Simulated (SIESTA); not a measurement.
Runs of SIESTA 5.4.2 on LiH. The structure is cubic, space group Fm-3m (No. 225). Conventional cell: a = 4.074 Å, b = 4.074 Å, c = 4.074 Å, α = 90.00°, β = 90.00°, γ = 90.00°. Li (site symmetry m-3m) is surrounded by 6 H at 2.04 Å. H (site symmetry m-3m) has 6 Li at 2.04 Å as nearest neighbours. 

```csv
task,level,potentials or basis,broadening (eV),window to (eV),optical mesh offset,gap on the mesh (eV),pressure (GPa)
optical spectrum,PBE,"PseudoDojo 0.4 standard (PBE files), DZP (energy shift 0.003 Ry; two zetas on semicore shells)",0.3 eV,30 eV,true,3.18,-1.7
band structure,BLYP,"PseudoDojo 0.4 standard (PBE files), DZP (energy shift 0.003 Ry; two zetas on semicore shells)",-,-,-,(a),(c)
band structure,vdW-DF-cx,"PseudoDojo 0.4 standard (PBE files), DZP (energy shift 0.003 Ry; two zetas on semicore shells)",-,-,-,3.30,(b)
band structure,AM05,"PseudoDojo 0.4 standard (PBEsol files), DZP (energy shift 0.003 Ry; two zetas on semicore shells)",-,-,-,2.96,-1.6
```

Alike in all rows: no spin polarisation; cell as given; k mesh 11 × 11 × 11; smearing fermi-dirac 0.05 eV; grid cutoff 800 Ry; energy shift 0.003 Ry.

Question: Fill in the values left out.

Answer: (a) 3.61; (b) -0.7; (c) -1.1.

Caveats: the basis of atomic orbitals isn't converged, which shifts pressures, moduli and gaps; the potentials were made for another functional, which shifts forces and pressure (some runs); the mesh misses the band edges, which the band path finds closer together (some runs); the basis holds too few empty states to meet the f-sum rule, so the spectrum is short of weight at high energy (some runs); an odd mesh through Γ misses points on the zone boundary, where band edges often lie (some runs).

Not every run made on this cell is shown here.
